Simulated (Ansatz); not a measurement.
PbSe (Clausthalite), 2 atoms in the cell. Symmetry: Fm-3m, No. 225, cubic system. The conventional cell has a = 6.121 Å, b = 6.121 Å, c = 6.121 Å, α = 90.00°, β = 90.00°, γ = 90.00°. Around Pb (site symmetry m-3m) lie 6 Se at 3.06 Å. Se (site symmetry m-3m) has 6 Pb at 3.06 Å as nearest neighbours. 

* Program: Ansatz 0.2.0
* Task: single point
* Functional: PBE
* Potentials or basis: all-electron LAPW, relativistic spinors
* Cutoff: 188 eV (chosen from the basis error)
* Basis error allowed: 0.001 eV/atom
* k mesh: 6 × 6 × 6
* Occupations: tetrahedron
* Spin: spin-orbit coupling, no magnetisation

Potentials or basis: all-electron LAPW, relativistic spinors.

Run with:

```bash
$ ansatz run input.yaml --threads 1 --pin off --max-ram 3072MiB --backend cpu --events-out ev --progress --plain --runs-dir out
```

Hardware: 1 thread of Intel(R) Xeon(R) Platinum 8488C (Sapphire Rapids), with other jobs on the host.

Question: How long does it take, and how much memory?

Answer: It took 26 s on 1 thread of Intel(R) Xeon(R) Platinum 8488C (Sapphire Rapids) (shared host), peak memory 0.45 GiB. Counts: scf iterations 7, plane waves 331, k points 16, bands 72.
